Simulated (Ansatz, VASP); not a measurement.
# SiO2: VASP beside Ansatz

```
Si O
1.0
     4.23511    0.00000    0.00000
     0.00000    4.23511    0.00000
     0.00000    0.00000    2.70291
Si O
2 4
Direct
  0.00000 0.00000 0.00000
  0.50000 0.50000 0.50000
  0.30670 0.30670 0.00000
  0.19330 0.80670 0.50000
  0.69330 0.69330 0.00000
  0.80670 0.19330 0.50000
```

Change from the starting cell: volume scaled by 1.04, crystal datasets.

Alike in both runs: task electric field gradients; functional PBEsol; k mesh 6 × 6 × 9; occupations fermi-dirac, width 0.03 eV; no spin polarisation.

|  | VASP | Ansatz |
| --- | --- | --- |
| version | VASP 6.6.1 | Ansatz 0.2.0 |
| potentials or method | VASP PAW PBE potentials, release 64 (Si, O), cutoff 520 eV | all-electron PAW with datasets made for the crystal, scalar-relativistic |

```csv
,VASP,Ansatz,Ansatz less VASP
gap on the k mesh at the Fermi level (eV),4.89,4.90,+0.009
pressure (GPa),-7.5,-8.1,-0.60
largest component of the traceless stress (GPa),0.89,1.46,+0.574
rms of the force components (eV/Å),0.018,0.036,+0.0182
Vzz of the field gradient on the site that differs most (V/Å²),21.9,19.2,-2.71
```

Atom by atom the forces differ by 0.018 eV/Å (rms over components). Ansatz ran all-electron here, so the differences hold the error of VASP's frozen core and of both bases.

Caveats: the PAW data sets were made with another functional, which shifts forces and pressure a little (VASP); an odd mesh through Γ misses points on the zone boundary, where band edges often lie.
